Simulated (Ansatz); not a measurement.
Bi, DFT, PBE, all-electron PAW with datasets made for the crystal, scalar-relativistic (Ansatz 0.2.0), run on 1 thread of Intel(R) Xeon(R) 6975P-C (Granite Rapids) on a shared host.

Structure: COD 9009658, as refined from experiment and not relaxed. The listed cell was then made from it by scaling, straining or moving an atom.

Command: `ansatz run input.yaml --threads 1 --pin off --max-ram 3072MiB --backend cpu --events-out ev --progress --plain --runs-dir out`

```yaml
crystal:
  lattice:
    - [2.2957296752, 1.325440146, 3.954]
    - [-2.2957296752, 1.325440146, 3.954]
    - [0.0, -2.6508802918, 3.954]
  atoms:
    - { symbol: Bi, position: [0.23389, 0.23389, 0.23389] }
    - { symbol: Bi, position: [0.76611, 0.76611, 0.76611] }
kpoints:
  mp_grid: { grid: [11, 11, 11] }
scf:
  occupations: { method: fermi_dirac, width: 0.03 }
hamiltonian:
  xc: pbe
  pseudopotentials: { kind: all_electron, datasets: crystal }
output:
  forces: true
  stress: true
  eigenvalues: true
  efg: { contact_densities: true }
```

Problem. How large is the problem that the program sets up?

Solution. 146 irreducible k-points, 683 plane waves at Γ, 19 bands.

Problem. Estimate the wall time and the peak memory.

Solution. 9.8 s of wall time for 7 SCF iterations, with a peak of 0.64 GiB. Times on shared machines scatter by tens of per cent.

Problem. And the same cell and mesh by frozen-core PAW, asked for forces, stress, eigenvalues, efg, on the same hardware?

Solution. 5.4 s, peak memory 0.53 GiB.
